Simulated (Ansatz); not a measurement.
**CaO (rocksalt): equation of state and elastic constants**

One table from this session's results is given with a row withheld; the runs are named, their logs left out.

Program: Ansatz 0.2.0. Level of theory: DFT PBE, scalar-relativistic, plane waves, PAW. These are calculated values, not measurements.

3 further runs of the same task are left out: 1 that didn't finish, 2 set aside as unsound or not needed.

## The system as given

Symmetry: Fm-3m, No. 225, cubic system. The conventional cell has a = 4.831 Å, b = 4.831 Å, c = 4.831 Å, α = 90.00°, β = 90.00°, γ = 90.00°. Ca (site symmetry m-3m) has 6 O at 2.42 Å as nearest neighbours. Around O (site symmetry m-3m) lie 6 Ca at 2.42 Å.

Coordinates:

```
Ca O
1.0
     0.00000    2.41542    2.41542
     2.41542    0.00000    2.41542
     2.41542    2.41542    0.00000
Ca O
1 1
Direct
  0.50000 0.50000 0.50000
  0.00000 0.00000 0.00000
```

An earlier run at PBE left this cell at 14.092 Å³/atom and 0.00 GPa (12×12×12 mesh).

Volume factors to run: 0.980, 1.020, 0.960, 1.040, 1.070, 1.100, 0.945.

Set-up of the first run:

input.yaml reads:

```yaml
crystal:
  lattice:
    - [0.0, 2.3992111917, 2.3992111917]
    - [2.3992111917, 0.0, 2.3992111917]
    - [2.3992111917, 2.3992111917, 0.0]
  atoms:
    - { symbol: Ca, position: [0.5, 0.5, 0.5] }
    - { symbol: O, position: [0.0, 0.0, 0.0] }
basis:
  ecutwfc: 420
  ecutrho_ratio: 4
kpoints:
  mp_grid: { grid: [12, 12, 12] }
hamiltonian:
  xc: pbe
scf:
  occupations: { method: gaussian, width: 0.05 }
output:
  forces: true
  stress: true
  eigenvalues: true
```

Run with:

```sh
ansatz run input.yaml --threads 2 --pin off --max-ram 2662MiB --backend cpu --events-out ev --progress --plain --runs-dir out
```

Among the steps run: At 0.980 of the relaxed volume; At 1.020 of the relaxed volume; Volume × 0.960; At 1.040 of the relaxed volume; Scaling the volume by 1.070; Scaling the volume by 1.100; At 0.945 of the relaxed volume.

One of the session's tables, all rows but one given; the rest of the session is left out.

It belongs to the step «The fit». 

```
volume (Å³/atom)  energy (meV/atom)  pressure (GPa)  gap (eV)
          13.317              15.50            6.74      3.64
          13.529               7.98            4.70      3.65
          13.810               1.95            2.22      3.65
          14.092               0.00            0.00      3.66
          14.374               1.80           -2.00      3.66
          14.656               6.93           -3.80      3.66
          15.079                  ?               ?         ?
          15.501              39.12           -8.17      3.65
```

**Question.** Estimate the row for volume (Å³/atom) = 15.079.

Worked estimate for «energy (meV/atom)». A straight line through the neighbours (14.656, 6.93) and (15.501, 39.12) gives 6.93 + (39.12 − 6.93) × (15.079 − 14.656) / (15.501 − 14.656) = 23.04; a parabola fitted to 3 rows on both sides gives 19.89.

**Answer.** energy (meV/atom): 20.15; pressure (GPa): -6.16; gap (eV): 3.66. In «energy (meV/atom)» the line misses by +2.89 and the parabola by -0.26.
